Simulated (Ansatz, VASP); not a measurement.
**One calculation of SrO, two programs**

```
Sr O
1.0
     0.00000    2.80659    2.80659
     2.80659    0.00000    2.80659
     2.80659    2.80659    0.00000
Sr O
1 1
Direct
  0.00000 0.00000 0.00000
  0.25000 0.25000 0.25000
```

Alike in both runs: task electric field gradients; functional LDA; k mesh 11 × 11 × 11; occupations fermi-dirac, width 0.03 eV; no spin polarisation.

```csv
,VASP,Ansatz
version,VASP 6.6.1,Ansatz 0.2.0
potentials or method,"VASP PAW LDA potentials, release 64 (Sr_sv, O)","PAW with Ansatz's default frozen-core files, scalar-relativistic"
plane-wave cutoff (eV),520,420
valence electrons in the cell,16,16
```

|  | VASP | Ansatz | Ansatz less VASP |
| --- | --- | --- | --- |
| gap on the k mesh at the Fermi level (eV) | 2.29 | 2.28 | -0.014 |
| pressure (GPa) | -4.1 | -4.6 | -0.51 |
| Vzz of the field gradient on the site that differs most (V/Å²) | 0.0 | 0.0 | 0.00 |

Ansatz warned: «gradients_without_spin_orbit».

Caveats: an odd mesh through Γ misses points on the zone boundary, where band edges often lie. Expect the measured gap to be larger: semilocal functionals such as LDA lack the derivative discontinuity.
